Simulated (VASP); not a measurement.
# AlGa15N16 (a cell with a defect) in VASP: single point with PBE

Aim: the single point of AlGa15N16 (a cell with a defect) with PBE.

Everything below comes from runs of VASP 6.6.1. Logs are shortened: lines on timing, memory, paths and dates and some standing lists are left out, and cuts for length are marked.

### 1 The cell of the first run

The cell holds a defect, 32 atoms: a = 7.878 Å, b = 7.878 Å, c = 7.878 Å, α = 109.47°, β = 109.47°, γ = 109.47°.

### 2 Single point, PBE, collinear spin, typed start (Al on a Ga site (a), charge -1, atoms relaxed at the host's cell)

File INCAR:

```
SYSTEM = AlGa15N16
PREC = Accurate ; ENCUT = 520
EDIFF = 1E-6 ; ISMEAR = 0
SIGMA = 0.01 ; LREAL = Auto
LASPH = .True. ; NELM = 150
ALGO = Normal ; ISIF = 2
LWAVE = .False. ; LCHARG = .False.
ISPIN = 2 ; MAGMOM = 0.2 0 0 0 0 0 0 0 0 0 0 0 0 0 0 0 0.2 0 0 0 0 0 0 0 0 0.2 0 0.2 0 0 0 0.2
LORBIT = 11 ; GGA = PE
NELECT = 279.0 ; NBANDS = 165
```

File KPOINTS:

```
Automatic mesh
0
Gamma
  2 2 2
  0.5 0.5 0.5
```

File POSCAR:

```
AlGa15N16
1.0
    4.5484769843      4.5484769843     -4.5484769843
   -4.5484769843     -4.5484769843     -4.5484769843
   -4.5484769843      4.5484769843      4.5484769843
Al Ga N
1 15 16
Direct
    0.2500000000      0.0000000000      0.7500000000
    0.4992702620      0.7509171230      0.7500000000
    0.7500000000      0.5000000000      0.7500000000
    0.7500000000      0.0000000000      0.2500000000
    0.0009171230      1.0000000000     -0.0007297380
    0.2500000000      0.7509171230     -0.0007297380
    0.4990828770      0.4983531390     -0.0009171230
    0.7483531390      0.2490828770     -0.0009171230
    0.0009171230      0.2492702620      0.7500000000
    0.4992702620      0.0000000000      0.5009171230
    0.7516468610      0.7507297380      0.5007297380
    0.0007297380      0.7507297380      0.2516468610
    0.2500000000      0.5000000000      0.2500000000
    0.4990828770      0.2490828770      0.2483531390
    0.0007297380      0.5016468610      0.5007297380
    0.2500000000      0.2492702620      0.5009171230
    0.2500000000      0.0000000000     -0.0077175537
    0.4997160856      0.7491755425     -0.0002839144
    0.7505405432      0.5005405432      0.0008244575
    0.7494594568      0.0000000000      0.5002839144
    0.0002839144      0.0000000000      0.2494594568
    0.2500000000      0.7502839144      0.2494594568
    0.5008244575      0.5005405432      0.2505405432
    0.7505405432      0.2508244575      0.2505405432
   -0.0008244575      0.2497160856     -0.0002839144
    0.4922824463      0.0000000000      0.7500000000
    0.7494594568      0.7502839144      0.7500000000
    0.0077175537      0.7577175537      0.5077175537
    0.2500000000      0.4994594568      0.5002839144
    0.4997160856      0.2497160856      0.4991755425
    0.0002839144      0.4994594568      0.7500000000
    0.2500000000      0.2422824463      0.7500000000
```

Potentials or basis: VASP PAW PBE potentials, release 64 (Al, Ga_d, N).

Launch:

```bash
$ cat potpaw_PBE.64/Al/POTCAR potpaw_PBE.64/Ga_d/POTCAR potpaw_PBE.64/N/POTCAR > POTCAR
$ mpirun -np 1 vasp_std > vasp.out
```

OUTCAR:

```text
SYSTEM = AlGa15N16
   PREC = Accurate
   ENCUT = 520
   EDIFF = 1E-6
   ISMEAR = 0
   LREAL = Auto
   LASPH = .True.
   NELM = 150
   ISIF = 2
   ISPIN = 2
   LORBIT = 11
   GGA = PE
   NELECT = 279.0

 ion  position               nearest neighbor table
   1  0.250  0.000  0.750-  17 1.91  26 1.91  28 1.91  32 1.91
   2  0.499  0.751  0.750-  18 1.97  29 1.97  27 1.97  26 1.98
   3  0.750  0.500  0.750-  19 1.97  30 1.97  27 1.97  31 1.97
   4  0.750  0.000  0.250-  24 1.97  18 1.97  21 1.97  20 1.97
   5  0.001  0.000  0.999-  25 1.97  27 1.97  21 1.97  17 1.98
   6  0.250  0.751  0.999-  18 1.97  31 1.97  22 1.97  17 1.98
[... 24 lines left out ...]
  31  0.000  0.499  0.750-   6 1.97  15 1.97   9 1.97   3 1.97
  32  0.250  0.242  0.750-   1 1.91   7 1.98   9 1.98  16 1.98

  LATTYP: Found a body centered cubic cell.
 ALAT       =     9.0969539686

  Lattice vectors:

 A1 = (   4.5484769843,   4.5484769843,  -4.5484769843)
 A2 = (  -4.5484769843,  -4.5484769843,  -4.5484769843)
 A3 = (  -4.5484769843,   4.5484769843,   4.5484769843)

Analysis of symmetry for initial positions (statically):
=====================================================================
 Subroutine PRICEL returns:
 Original cell was already a primitive cell.

 Routine SETGRP: Setting up the symmetry group for a
 body centered cubic supercell.

 Subroutine GETGRP returns: Found 24 space group operations
 (whereof  2 operations were pure point group operations)
 out of a pool of 48 trial point group operations.

The static configuration has the point symmetry C_1h.
 The point group associated with its full space group is T_d .

Analysis of symmetry for dynamics (positions and initial velocities):
=====================================================================
 Subroutine PRICEL returns:
 Original cell was already a primitive cell.

 Routine SETGRP: Setting up the symmetry group for a
 body centered cubic supercell.

 Subroutine GETGRP returns: Found 24 space group operations
 (whereof  2 operations were pure point group operations)
 out of a pool of 48 trial point group operations.

The dynamic configuration has the point symmetry C_1h.
 The point group associated with its full space group is T_d .

Analysis of structural, dynamic, and magnetic symmetry:
=====================================================================
 Subroutine PRICEL returns:
 Original cell was already a primitive cell.

 Routine SETGRP: Setting up the symmetry group for a
 body centered cubic supercell.

 Subroutine GETGRP returns: Found 24 space group operations
 (whereof  2 operations were pure point group operations)
 out of a pool of 48 trial point group operations.

The overall configuration has the point symmetry C_1h.
 The point group associated with its full space group is T_d .

 Subroutine INISYM returns: Found 24 space group operations
 (whereof  2 operations are pure point group operations),
 and found     1 'primitive' translations

----------------------------------------------------------------------------------------

                                     Primitive cell

  volume of cell :     376.4073

  direct lattice vectors                    reciprocal lattice vectors
     4.548476984  4.548476984 -4.548476984     0.000000000  0.109926906 -0.109926906
    -4.548476984 -4.548476984 -4.548476984    -0.109926906  0.000000000 -0.109926906
    -4.548476984  4.548476984  4.548476984    -0.109926906  0.109926906  0.000000000

  length of vectors
     7.878193234  7.878193234  7.878193234     0.155460121  0.155460121  0.155460121

  position of ions in fractional coordinates (direct lattice)
     0.250000000  0.000000000  0.750000000
     0.499270262  0.750917123  0.750000000
     0.750000000  0.500000000  0.750000000
     0.750000000  0.000000000  0.250000000
     0.000917123  0.000000000  0.999270262
     0.250000000  0.750917123  0.999270262
[... 24 lines left out ...]
     0.000283914  0.499459457  0.750000000
     0.250000000  0.242282446  0.750000000

  ion indices of the primitive-cell ions
   primitive index   ion index
                 1           1
                 2           2
                 3           3
                 4           4
                 5           5
[... 62 lines left out ...]
   dimension x,y,z NGXF=   120 NGYF=  120 NGZF=  120
   ions per type =               1  15  16
   NGX,Y,Z   is equivalent  to a cutoff of  12.66, 12.66, 12.66 a.u.
   NGXF,Y,Z  is equivalent  to a cutoff of  25.32, 25.32, 25.32 a.u.
 SYSTEM =  AlGa15N16
   PREC   = accura    normal or accurate (medium, high low for compatibility)
   ISTART =      0    job   : 0-new  1-cont  2-samecut
   ICHARG =      2    charge: 1-file 2-atom 10-const
   ISPIN  =      2    spin polarized calculation?
   LNONCOLLINEAR =      F non collinear calculations
   LSORBIT =      F    spin-orbit coupling
   LASPH  =      T    aspherical Exc in radial PAW
   ENCUT  =  520.0 eV  38.22 Ry    6.18 a.u.  14.65 14.65 14.65*2*pi/ulx,y,z
   NELM   =    150;   NELMIN=  2; NELMDL= -5     # of ELM steps
   EDIFF  = 0.1E-05   stopping-criterion for ELM
   LREAL  =      T    real-space projection
   EDIFFG = 0.1E-04   stopping-criterion for IOM
   NSW    =      0    number of steps for IOM
   IBRION =     -1    ionic relax: 0-MD 1-quasi-New 2-CG
   NFREE  =      0    steps in history (QN), initial steepest desc. (CG)
   ISIF   =      2    stress and relaxation
   ISYM   =      2    0-nonsym 1-usesym 2-fastsym
   POTIM  = 0.5000    time-step for ionic-motion
   TEBEG  =    0.0;   TEEND  =   0.0 temperature during run
   PSTRESS=    0.0 pullay stress
   NELECT =     279.0000    total number of electrons
   NUPDOWN=      -1.0000    fix difference up-down
   EMIN   =  10.00;   EMAX   =-10.00  energy-range for DOS
   EFERMI =   0.00;   METHOD = LEGACY
   ISMEAR =     0;   SIGMA  =   0.01  broadening in eV -4-tet -1-fermi 0-gaus
   EFERMI_NEDOS =   21; number of points for ismear=-14 and -15
   IALGO  =     38    algorithm
   IMIX   =      4    mixing-type and parameters
     AMIX     =   0.40;   BMIX     =  1.00
     AMIX_MAG =   1.60;   BMIX_MAG =  1.00
  volume/ion in A,a.u.               =      11.76        79.38
  Fermi-wavevector in a.u.,A,eV,Ry     =   1.481575  2.799770 29.865655  2.195064
  Thomas-Fermi vector in A             =   2.595468
   LORBIT       =     11    0 simple, 1 ext, 2 COOP (PROOUT), +10 PAW based schemes
   GGA     = PE    functional components
   LHFCALC =     F    Hartree Fock is set to
   AEXX    =    0.0000 exact exchange contribution
   IVDW    =     0    specifies the selected vdW correction
   LEPSILON=     F    determine dielectric tensor
   LRPA    =     F    only Hartree local field effects (RPA)
 spin polarized calculation
 Gauss-broadening in eV      SIGMA  =   0.01
  energy-cutoff  :      520.00
  volume of cell :      376.41
 maximum number of plane-waves:     10168
 NGX is ok and might be reduce to    60
   NGX = 29   NGY = 29   NGZ = 29

 number of electron     279.0000250 magnetization       0.5000055

 Free energy of the ion-electron system (eV)
  ---------------------------------------------------
  ext. energy  EPLUGINS =         0.00000000
  ---------------------------------------------------
  free energy    TOTEN  =      -189.05334855 eV

  energy without entropy =     -189.05142027  energy(sigma->0) =     -189.05238441

 E-fermi :   8.1299     XC(G=0): -11.5010

 val. band max:        8.0883397394   @ k =  -0.2500   0.2500   0.2500
 cond. band min:       8.1329749080   @ k =  -0.2500   0.2500   0.2500
 fundamental gap:      0.0446351686
 Fermi energy:         8.1299292061

 spin component 1

 k-point     1 :       0.2500    0.2500    0.2500
  band No.  band energies     occupation
      1     -10.1480      1.00000
      2     -10.1480      1.00000
      3     -10.1480      1.00000
      4     -10.1207      1.00000
      5      -9.7687      1.00000
      6      -9.7687      1.00000
[... 297 lines left out ...]
    150      10.2615      0.00000
    151      10.5052      0.00000
 Fermi energy:         8.1299292061

 spin component 2

 k-point     1 :       0.2500    0.2500    0.2500
  band No.  band energies     occupation
      1     -10.1269      1.00000
      2     -10.1269      1.00000
      3     -10.1269      1.00000
      4     -10.1005      1.00000
      5      -9.7540      1.00000
      6      -9.7540      1.00000
[... 297 lines left out ...]
    150      10.2888      0.00000
    151      10.5366      0.00000
 [bands above 151 left out]

------------------------ aborting loop because EDIFF is reached ----------------------------------------

  FORCE on cell =-STRESS in cart. coord.  units (eV):
  Direction    XX          YY          ZZ          XY          YZ          ZX
  --------------------------------------------------------------------------------------
  -------------------------------------------------------------------------------------
  Total       13.6893205     13.6893205     13.6893205     -0.0000000     -0.0000000     -0.0000000
  in kB       58.2685858     58.2685858     58.2685858     -0.0000000     -0.0000000     -0.0000000
  external PRESSURE =      58.2685858 kB  Pullay stress =       0.0000000 kB

 VOLUME and BASIS-vectors are now :
 -----------------------------------------------------------------------------
  energy-cutoff  :      520.00
  volume of cell :      376.41
      direct lattice vectors                 reciprocal lattice vectors
     4.548476984  4.548476984 -4.548476984     0.000000000  0.109926906 -0.109926906
    -4.548476984 -4.548476984 -4.548476984    -0.109926906  0.000000000 -0.109926906
    -4.548476984  4.548476984  4.548476984    -0.109926906  0.109926906  0.000000000

 POSITION                                       TOTAL-FORCE (eV/Angst)
 -----------------------------------------------------------------------------------
     -2.27424      4.54848      2.27424         0.000000      0.000000     -0.000000
     -4.55597      2.26675     -2.27509         0.003185      0.003185      0.001975
     -2.27424      4.54848     -2.27424         0.000000      0.000000     -0.000000
      2.27424      4.54848     -2.27424         0.000000      0.000000     -0.000000
     -4.54099      4.54933      4.54099        -0.003185     -0.001975      0.003185
     -6.82357      2.26675     -0.00749         0.001975      0.003185      0.003185
[... 24 lines left out ...]
     -5.68185      1.14087      1.13829         0.001636      0.001636      0.000849
     -3.37625      3.44646      1.17222         0.012717      0.012717      0.012717
 -----------------------------------------------------------------------------------
    total drift:                               -0.000033      0.000033     -0.000044

  FREE ENERGIE OF THE ION-ELECTRON SYSTEM (eV)
  ---------------------------------------------------
  free  energy   TOTEN  =      -189.0533485460 eV

  energy  without entropy=     -189.0514202670  energy(sigma->0) =     -189.05238441

 total charge

# of ion       s       p       d       tot
------------------------------------------
    1        0.374   0.429   0.000   0.803
    2        0.797   0.866  10.158  11.821
    3        0.798   0.865  10.159  11.821
    4        0.798   0.865  10.159  11.821
    5        0.797   0.866  10.158  11.821
    6        0.797   0.866  10.158  11.821
[... 24 lines left out ...]
   31        1.238   2.494   0.000   3.732
   32        1.235   2.519   0.000   3.754
--------------------------------------------------
tot         32.129  53.416 152.376 237.921

 magnetization (x)

# of ion       s       p       d       tot
------------------------------------------
    1        0.001  -0.000   0.000   0.001
    2        0.005   0.001   0.000   0.005
    3        0.005   0.000   0.000   0.005
    4        0.005   0.000   0.000   0.005
    5        0.005   0.001   0.000   0.005
    6        0.005   0.001   0.000   0.005
[... 24 lines left out ...]
   31        0.007   0.009   0.000   0.016
   32        0.006   0.009   0.000   0.015
--------------------------------------------------
tot          0.183   0.150   0.001   0.334
```

Wall time 7.5 min (1 thread of Intel Xeon 6975P-C (Granite Rapids), shared host); peak memory 0.74 GiB.

What came out:

- Free energy: -189.0533 eV
- Largest force: 0.022 eV/Å
- Band gap on the k mesh: none (metal or under the smearing width)
- Net moment: 0.50 μB per cell
- Valence electrons inside the program's atomic spheres: Al 0.80; Ga 11.82; N 3.75, 3.73

Forces in eV/Å, atoms in the order of the input:
```
Al   0.000  0.000  0.000
Ga   0.003  0.003  0.002
Ga   0.000  0.000  0.000
Ga   0.000  0.000  0.000
Ga  -0.003 -0.002  0.003
Ga   0.002  0.003  0.003
Ga  -0.003  0.002 -0.003
Ga  -0.002  0.003 -0.003
Ga  -0.003 -0.003  0.002
Ga   0.003 -0.002 -0.003
Ga  -0.002 -0.003  0.003
Ga   0.003 -0.003 -0.002
Ga   0.000  0.000  0.000
Ga  -0.003  0.003 -0.002
Ga   0.003  0.002  0.003
Ga   0.002 -0.003 -0.003
N    0.013 -0.013 -0.013
N    0.002  0.001  0.002
N   -0.002  0.002 -0.001
N   -0.002 -0.001  0.002
N    0.002 -0.001 -0.002
N    0.001 -0.002 -0.002
N   -0.001  0.002 -0.002
N   -0.002  0.001 -0.002
N   -0.001 -0.002  0.002
N   -0.013 -0.013  0.013
N   -0.002 -0.002  0.001
N   -0.013  0.013 -0.013
N    0.001  0.002  0.002
N    0.002 -0.002 -0.001
N    0.002  0.002  0.001
N    0.013  0.013  0.013
```

Levels at points of the mesh, in eV from the Fermi level:
Spin up:
| k point | band 135 | band 136 | band 137 | band 138 | band 139 | band 140 | band 141 | band 142 | band 143 | band 144 |
| --- | --- | --- | --- | --- | --- | --- | --- | --- | --- | --- |
| (0.25, 0.25, 0.25) | -3.60 | -3.60 | -3.59 | -3.59 | -3.59 | 0.73 | 0.73 | 0.73 | 0.88 | 1.98 |
Spin down:
```tsv
k point	band 135	band 136	band 137	band 138	band 139	band 140	band 141	band 142	band 143	band 144
(0.25, 0.25, 0.25)	-3.58	-3.58	-3.56	-3.56	-3.56	0.77	0.77	0.77	0.92	2.02
```

Caveat: the k mesh is coarse (spacing up to 0.49 Å⁻¹), so the values aren't converged; the cell carries a net charge on a neutralising background, which shifts energy and pressure; the cell is charged against a uniform background, so pressure and absolute levels hang on convention.
